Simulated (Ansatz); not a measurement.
**In, one cell by several methods**

```
In
1.0
     0.00000    2.39561    2.39561
     2.39561    0.00000    2.39561
     2.39561    2.39561    0.00000
In
1
Direct
  0.00000 0.00000 0.00000
```

The structure comes from a relaxation in the same program, started in the fcc type, and has space group Fm-3m. Whether it is a known phase or the ground state wasn't checked.

No spin–orbit coupling, which matters for the heavy atoms here.

Levels of theory: DFT, LDA, PAW with Ansatz's default frozen-core files, scalar-relativistic (Ansatz 0.2.0); DFT, LDA, all-electron LAPW, scalar-relativistic (Ansatz 0.2.0).

For PAW: a Γ-centred 15×15×15 k mesh, Fermi–Dirac smearing of 0.05 eV, cutoff 420 eV, no spin polarisation; the PAW files were made with PBE, and the program remakes their frozen cores for this functional. LAPW targets a basis error of 0.5 meV/atom. The Ansatz runs share mesh, smearing and spin set-up. Plane-wave (PAW) pressures include the program's estimate of the Pulay term.

Stress and pressure are positive in compression.

Levels count from the Fermi level.

| quantity | PAW | LAPW |
| --- | --- | --- |
| pressure (GPa) | -4.09 | -4.08 |
| highest filled level at X (eV) | -1.980 | -1.980 |
| lowest empty level at X (eV) | 3.944 | 3.944 |
| highest filled level at Γ (eV) | -9.176 | -9.176 |
| lowest empty level at Γ (eV) | 10.061 | 10.060 |
| highest filled level at K (eV) | -0.939 | -0.939 |
| lowest empty level at K (eV) | 0.114 | 0.114 |

PAW's pressure differs from the LAPW value by about 0.01 GPa or less.
